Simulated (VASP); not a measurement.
# In (I4/mmm) in VASP: further runs

Runs on In. Level: LDA. Tasks: single point.

Everything below comes from runs of VASP 6.6.1. Logs are shortened: lines on timing, memory, paths and dates and some standing lists are left out, and cuts for length are marked.

**1. The crystal as given**

The structure is tetragonal, space group I4/mmm (No. 139). The conventional cell has a = 3.251 Å, b = 3.251 Å, c = 4.947 Å, α = 90.00°, β = 90.00°, γ = 90.00°. In (site symmetry 4/mmm) is surrounded by 12 In at 3.25 to 3.38 Å.

**2. Single point, LDA**

INCAR

```
SYSTEM = In
ALGO     = Normal         ! electronic algorithm
EDIFF    = 1E-7           ! SCF threshold, eV
ENCUT    = 520            ! plane-wave cutoff, eV
ISIF     = 2              ! what is computed and relaxed
ISMEAR   = 0              ! smearing method
LASPH    = .True.         ! aspherical terms in the spheres
LCHARG   = .False.        ! write CHGCAR
LREAL    = .False.        ! projectors in reciprocal space
LWAVE    = .False.        ! write WAVECAR
NELM     = 60             ! most SCF steps
PREC     = Accurate       ! precision mode
SIGMA    = 0.05           ! smearing width, eV
```

KPOINTS

```
k-points
0
Gamma
  11 11 11
  0 0 0
```

POSCAR

```
In
1.0
   -1.6254700000      1.6254700000      2.4737000000
    1.6254700000     -1.6254700000      2.4737000000
    1.6254700000      1.6254700000     -2.4737000000
In
1
Direct
    0.0000000000      0.0000000000      0.0000000000
```

Potentials or basis: VASP PAW LDA potentials, release 64 (In_d).

The run is started by

```console
cat potpaw_LDA.64/In_d/POTCAR > POTCAR
mpirun -np 1 vasp_std > vasp.out
```

OUTCAR:

```text
SYSTEM = In
   EDIFF = 1E-7
   ENCUT = 520
   ISIF = 2
   ISMEAR = 0
   LASPH = .True.
   LREAL = .False.
   NELM = 60
   PREC = Accurate

 ion  position               nearest neighbor table
   1  0.000  0.000  0.000-

  LATTYP: Found a body centered tetragonal cell.
 ALAT       =     3.2509400000
 C/A-ratio  =     1.5218367611

  Lattice vectors:

 A1 = (  -1.6254700000,   1.6254700000,   2.4737000000)
 A2 = (   1.6254700000,  -1.6254700000,   2.4737000000)
 A3 = (   1.6254700000,   1.6254700000,  -2.4737000000)

Analysis of symmetry for initial positions (statically):
=====================================================================
 Subroutine PRICEL returns:
 Original cell was already a primitive cell.

 Routine SETGRP: Setting up the symmetry group for a
 body centered tetragonal supercell.

 Subroutine GETGRP returns: Found 16 space group operations
 (whereof 16 operations were pure point group operations)
 out of a pool of 16 trial point group operations.

The static configuration has the point symmetry D_4h.

Analysis of symmetry for dynamics (positions and initial velocities):
=====================================================================
 Subroutine PRICEL returns:
 Original cell was already a primitive cell.

 Routine SETGRP: Setting up the symmetry group for a
 body centered tetragonal supercell.

 Subroutine GETGRP returns: Found 16 space group operations
 (whereof 16 operations were pure point group operations)
 out of a pool of 16 trial point group operations.

The dynamic configuration has the point symmetry D_4h.

 Subroutine INISYM returns: Found 16 space group operations
 (whereof 16 operations are pure point group operations),
 and found     1 'primitive' translations

----------------------------------------------------------------------------------------

                                     Primitive cell

  volume of cell :      26.1436

  direct lattice vectors                    reciprocal lattice vectors
    -1.625470000  1.625470000  2.473700000     0.000000000  0.307603339  0.202126369
     1.625470000 -1.625470000  2.473700000     0.307603339  0.000000000  0.202126369
     1.625470000  1.625470000 -2.473700000     0.307603339  0.307603339  0.000000000

  length of vectors
     3.376906444  3.376906444  3.376906444     0.368069129  0.368069129  0.435016814

  position of ions in fractional coordinates (direct lattice)
     0.000000000  0.000000000  0.000000000

  ion indices of the primitive-cell ions
   primitive index   ion index
                 1           1

----------------------------------------------------------------------------------------

 KPOINTS: k-points

Automatic generation of k-mesh.
 Grid dimensions read from file:
 generate k-points for:   11   11   11

 Generating k-lattice:

  Cartesian coordinates                     Fractional coordinates (reciprocal lattice)
     0.000000000  0.027963940  0.018375124     0.090909091  0.000000000 -0.000000000
     0.027963940  0.000000000  0.018375124     0.000000000  0.090909091 -0.000000000
     0.027963940  0.027963940  0.000000000     0.000000000  0.000000000  0.090909091

  Length of vectors
     0.033460830  0.033460830  0.039546983

  Shift w.r.t. Gamma in fractional coordinates (k-lattice)
     0.000000000  0.000000000  0.000000000

 Subroutine IBZKPT returns following result:
 ===========================================

 Found    126 irreducible k-points:

 Following reciprocal coordinates:
            Coordinates               Weight
  0.000000  0.000000  0.000000      1.000000
  0.090909  0.000000 -0.000000      8.000000
  0.181818  0.000000 -0.000000      8.000000
  0.272727  0.000000 -0.000000      8.000000
  0.363636  0.000000 -0.000000      8.000000
  0.454545  0.000000 -0.000000      8.000000
[... 42 lines left out ...]
 -0.090909  0.181818  0.090909      8.000000
  0.272727  0.272727  0.090909      8.000000
 [... further k-points ...]
   k-points           NKPTS =    126   k-points in BZ     NKDIM =    126   number of bands    NBANDS=     10
   number of dos      NEDOS =    301   number of ions     NIONS =      1
   total plane-waves  NPLWV =  21952
   dimension x,y,z NGX =    28 NGY =   28 NGZ =   28
   dimension x,y,z NGXF=    56 NGYF=   56 NGZF=   56
   ions per type =               1
   NGX,Y,Z   is equivalent  to a cutoff of  13.78, 13.78, 13.78 a.u.
   NGXF,Y,Z  is equivalent  to a cutoff of  27.57, 27.57, 27.57 a.u.
 SYSTEM =  In
   PREC   = accura    normal or accurate (medium, high low for compatibility)
   ISTART =      0    job   : 0-new  1-cont  2-samecut
   ICHARG =      2    charge: 1-file 2-atom 10-const
   ISPIN  =      1    spin polarized calculation?
   LNONCOLLINEAR =      F non collinear calculations
   LSORBIT =      F    spin-orbit coupling
   LASPH  =      T    aspherical Exc in radial PAW
   ENCUT  =  520.0 eV  38.22 Ry    6.18 a.u.   6.28  6.28  6.28*2*pi/ulx,y,z
   NELM   =     60;   NELMIN=  2; NELMDL= -5     # of ELM steps
   EDIFF  = 0.1E-06   stopping-criterion for ELM
   LREAL  =      F    real-space projection
   EDIFFG = 0.1E-05   stopping-criterion for IOM
   NSW    =      0    number of steps for IOM
   IBRION =     -1    ionic relax: 0-MD 1-quasi-New 2-CG
   NFREE  =      0    steps in history (QN), initial steepest desc. (CG)
   ISIF   =      2    stress and relaxation
   ISYM   =      2    0-nonsym 1-usesym 2-fastsym
   POTIM  = 0.5000    time-step for ionic-motion
   TEBEG  =    0.0;   TEEND  =   0.0 temperature during run
   PSTRESS=    0.0 pullay stress
   NELECT =      13.0000    total number of electrons
   NUPDOWN=      -1.0000    fix difference up-down
   EMIN   =  10.00;   EMAX   =-10.00  energy-range for DOS
   EFERMI =   0.00;   METHOD = LEGACY
   ISMEAR =     0;   SIGMA  =   0.05  broadening in eV -4-tet -1-fermi 0-gaus
   EFERMI_NEDOS =   21; number of points for ismear=-14 and -15
   IALGO  =     38    algorithm
   IMIX   =      4    mixing-type and parameters
     AMIX     =   0.40;   BMIX     =  1.00
     AMIX_MAG =   1.60;   BMIX_MAG =  1.00
  volume/ion in A,a.u.               =      26.14       176.43
  Fermi-wavevector in a.u.,A,eV,Ry     =   1.296983  2.450943 22.887245  1.682165
  Thomas-Fermi vector in A             =   2.428405
   LORBIT       =      0    0 simple, 1 ext, 2 COOP (PROOUT), +10 PAW based schemes
   GGA     = CA    functional components
   LHFCALC =     F    Hartree Fock is set to
   AEXX    =    0.0000 exact exchange contribution
   IVDW    =     0    specifies the selected vdW correction
   LEPSILON=     F    determine dielectric tensor
   LRPA    =     F    only Hartree local field effects (RPA)
 non-spin polarized calculation
 Gauss-broadening in eV      SIGMA  =   0.05
  energy-cutoff  :      520.00
  volume of cell :       26.14
 maximum number of plane-waves:       718
 NGX is ok and might be reduce to    28
   NGX = 13   NGY = 13   NGZ = 13

 number of electron      13.0000006 magnetization

 Free energy of the ion-electron system (eV)
  ---------------------------------------------------
  ext. energy  EPLUGINS =         0.00000000
  ---------------------------------------------------
  free energy    TOTEN  =        -3.20312123 eV

  energy without entropy =       -3.20255031  energy(sigma->0) =       -3.20283577

 E-fermi :   7.2602     XC(G=0): -10.5298

 val. band max:        7.2537439848   @ k =  -0.4545   0.4545   0.2727
 cond. band min:       7.2749636990   @ k =  -0.4545  -0.4545   0.1818
 fundamental gap:      0.0212197143
 Fermi energy:         7.2602263792

 k-point     1 :       0.0000    0.0000    0.0000
  band No.  band energies     occupation
      1      -7.3979      2.00000
      2      -7.2897      2.00000
      3      -7.2897      2.00000
      4      -7.2067      2.00000
      5      -7.1014      2.00000
      6      -2.3439      2.00000
      7      17.6511      0.00000
      8      17.6511      0.00000
      9      17.8126      0.00000
     10      18.9141      0.00000

 k-point     2 :       0.0909    0.0000   -0.0000
  band No.  band energies     occupation
      1      -7.3851      2.00000
      2      -7.2907      2.00000
      3      -7.2767      2.00000
      4      -7.2035      2.00000
      5      -7.1064      2.00000
      6      -2.1626      2.00000
      7      15.7243      0.00000
      8      17.3392      0.00000
      9      17.4451      0.00000
     10      18.6933      0.00000

 k-point     3 :       0.1818    0.0000   -0.0000
  band No.  band energies     occupation
      1      -7.3651      2.00000
      2      -7.3006      2.00000
      3      -7.2502      2.00000
      4      -7.1755      2.00000
      5      -7.1113      2.00000
      6      -1.6123      2.00000
      7      12.6232      0.00000
      8      16.5006      0.00000
      9      17.0350      0.00000
     10      18.6320      0.00000

 k-point     4 :       0.2727    0.0000   -0.0000
  band No.  band energies     occupation
      1      -7.3641      2.00000
      2      -7.3242      2.00000
      3      -7.2428      2.00000
      4      -7.1071      2.00000
      5      -7.0896      2.00000
      6      -0.6826      2.00000
      7       9.6315      0.00000
      8      15.6804      0.00000
      9      16.6615      0.00000
     10      18.5760      0.00000
[... 430 lines left out ...]
 k-point    38 :       0.1818    0.0909    0.0909
  band No.  band energies     occupation
      1      -7.3500      2.00000
      2      -7.2550      2.00000
      3      -7.2469      2.00000
      4      -7.1722      2.00000
      5      -7.0643      2.00000
      6      -0.1690      2.00000
      7      10.0820      0.00000
      8      12.6823      0.00000
      9      15.9015      0.00000
     10      17.7796      0.00000

 k-point    39 :       0.2727    0.0909    0.0909
  band No.  band energies     occupation
      1      -7.3548      2.00000
      2      -7.2812      2.00000
      3      -7.2583      2.00000
      4      -7.1172      2.00000
      5      -7.0191      2.00000
      6       1.1325      2.00000
      7       7.3992      0.00008
      8      12.6407      0.00000
      9      14.7530      0.00000
     10      17.1046      0.00000

 k-point    40 :       0.3636    0.0909    0.0909
  band No.  band energies     occupation
      1      -7.3603      2.00000
      2      -7.3014      2.00000
      3      -7.2589      2.00000
      4      -7.0911      2.00000
      5      -6.9849      2.00000
      6       2.7341      2.00000
      7       5.0970      2.00000
      8      12.8877      0.00000
      9      13.8456      0.00000
     10      16.7774      0.00000

 [... further k-points ...]

------------------------ aborting loop because EDIFF is reached ----------------------------------------

  FORCE on cell =-STRESS in cart. coord.  units (eV):
  Direction    XX          YY          ZZ          XY          YZ          ZX
  --------------------------------------------------------------------------------------
  -------------------------------------------------------------------------------------
  Total       -0.4013792     -0.4013792     -0.4553051      0.0000000     -0.0000000      0.0000000
  in kB      -24.5980373    -24.5980373    -27.9028255      0.0000000     -0.0000000      0.0000000
  external PRESSURE =     -25.6996334 kB  Pullay stress =       0.0000000 kB

 VOLUME and BASIS-vectors are now :
 -----------------------------------------------------------------------------
  energy-cutoff  :      520.00
  volume of cell :       26.14
      direct lattice vectors                 reciprocal lattice vectors
    -1.625470000  1.625470000  2.473700000     0.000000000  0.307603339  0.202126369
     1.625470000 -1.625470000  2.473700000     0.307603339  0.000000000  0.202126369
     1.625470000  1.625470000 -2.473700000     0.307603339  0.307603339  0.000000000

 POSITION                                       TOTAL-FORCE (eV/Angst)
 -----------------------------------------------------------------------------------
      0.00000      0.00000      0.00000        -0.000000      0.000000      0.000000
 -----------------------------------------------------------------------------------
    total drift:                               -0.000000     -0.000000     -0.000000

  FREE ENERGIE OF THE ION-ELECTRON SYSTEM (eV)
  ---------------------------------------------------
  free  energy   TOTEN  =        -3.2031212320 eV

  energy  without entropy=       -3.2025503097  energy(sigma->0) =       -3.20283577
```

Run time: 21 s. Hardware: 1 thread of Intel Xeon 6975P-C (Granite Rapids), shared host; peak memory 0.15 GiB.

Results:

* Free energy: -3.2031 eV
* Pressure: -2.6 GPa
* Band gap on the k mesh: none (metal or under the smearing width)

Stress tensor (GPa, compression positive):
```
-2.46  0.00  0.00
 0.00 -2.46  0.00
 0.00  0.00 -2.79
```

Levels at points of the mesh, in eV from the Fermi level:
```tsv
k point	band 4	band 5	band 6	band 7	band 8	band 9
(0.00, 0.00, 0.00)	-14.47	-14.36	-9.60	10.39	10.39	10.55
```

**3. Single point, LDA**

run.py

```python
from ase.calculators.vasp import Vasp
from ase.dft.bandgap import bandgap
from ase.io import read

atoms = read('In.cif')
calc = Vasp(
    directory='calc',
    xc='lda',
    pp='LDA',
    setups='materialsproject',
    prec='Accurate',
    encut=520,
    ediff=1e-06,
    ismear=0,
    sigma=0.05,
    lreal=False,
    lasph=True,
    nelm=100,
    algo='Normal',
    isif=2,
    lwave=False,
    lcharg=False,
    kpts=[11, 11, 11],
    gamma=True,
    nbands=12,
)
atoms.calc = calc

print('energy (eV):', atoms.get_potential_energy())
print('free energy (eV):', atoms.get_potential_energy(force_consistent=True))
print('forces (eV/A):')
print(atoms.get_forces())
print('stress (eV/A^3, Voigt):', atoms.get_stress())
print('Fermi level (eV):', calc.get_fermi_level())
gap, top, bottom = bandgap(calc)
print('band gap (eV):', gap, 'from (spin, k, band)', top, 'to', bottom)
```

In.cif

```cif
data_In
_cell_length_a 3.37690644
_cell_length_b 3.37690644
_cell_length_c 3.37690644
_cell_angle_alpha 122.45293201
_cell_angle_beta 122.45293201
_cell_angle_gamma 85.80143744
_space_group_name_H-M_alt 'P1'
_space_group_name_Hall 'P 1'
_space_group_IT_number 1
loop_
_space_group_symop_operation_xyz
'x,y,z'
loop_
_atom_site_label
_atom_site_type_symbol
_atom_site_symmetry_multiplicity
_atom_site_Wyckoff_symbol
_atom_site_fract_x
_atom_site_fract_y
_atom_site_fract_z
_atom_site_occupancy
In1 In 1 a 0.0000000000 0.0000000000 0.0000000000 1
```

Potentials or basis: VASP PAW LDA potentials, release 64 (In_d).

The run is started by

```console
python run.py
```

Run time: 25 s. Hardware: 1 thread of Intel Xeon 6975P-C (Granite Rapids), shared host; peak memory 0.15 GiB.

Results (log left out):

```yaml
Free_energy: -3.2031 eV
Pressure: -2.6 GPa
Band_gap_on_the_k_mesh: none (metal or under the smearing width)
```

Stress tensor (GPa, compression positive):
```
-2.64 -0.17  0.00
-0.17 -2.61  0.00
 0.00  0.00 -2.46
```

Levels at points of the mesh, in eV from the Fermi level:
```tsv
k point	band 2	band 3	band 4	band 5	band 6	band 7	band 8	band 9	band 10	band 11
(0.00, 0.00, 0.00)	-14.55	-14.55	-14.47	-14.36	-9.60	10.39	10.39	10.55	11.65	13.98
```
